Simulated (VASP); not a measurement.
A run of VASP 6.6.1 is set up as follows.

Contents of INCAR:

```
SYSTEM = Pd
  ALGO = Normal
  EDIFF = 1E-6
  ENCUT = 520
  GGA = PS
  ISIF = 2
  ISMEAR = 0
  LASPH = .True.
  LCHARG = .True.
  LELF = .True.
  LREAL = .False.
  LVHAR = .True.
  LWAVE = .False.
  NBANDS = 22
  NELM = 100
  PREC = Accurate
  SIGMA = 0.1
```

The input KPOINTS:

```
k-points
0
Gamma
  6 6 4
  0 0 0
```

POSCAR

```
Pd
1.0
    3.6038394014      0.0000000000      0.0000000000
   -1.8019197007      3.1210164728      0.0000000000
    0.0000000000      0.0000000000      4.0886764389
Pd
3
Direct
    0.2254000000      0.0000000000      0.3333333333
    0.0000000000      0.2254000000      0.6666666667
    0.7746000000      0.7746000000      0.0000000000
```

Potentials or basis: VASP PAW PBE potentials, release 64 (Pd).

Run with:

```sh
$ cat potpaw_PBE.64/Pd/POTCAR > POTCAR
$ mpirun -np 1 vasp_std > vasp.out
```

**Question.** Estimate the pressure.

**Answer.** 86.4 GPa.

**Question.** What does it give for the band gap on the k mesh?

**Answer.** None (metal or under the smearing width).

**Question.** Predict the largest force.

**Answer.** 17.165 eV/Å.

Stress tensor (GPa, compression positive):
```
 60.38   0.00   0.00
  0.00  60.38   0.00
  0.00   0.00 138.56
```

Caveat: the k mesh is coarse (spacing up to 0.38 Å⁻¹), so the values aren't converged; a pressure of tens of GPa on the cell as given is suspect, and the run, the potentials or the cell itself is likely at fault; the PAW data sets were made with another functional, which shifts forces and pressure a little.
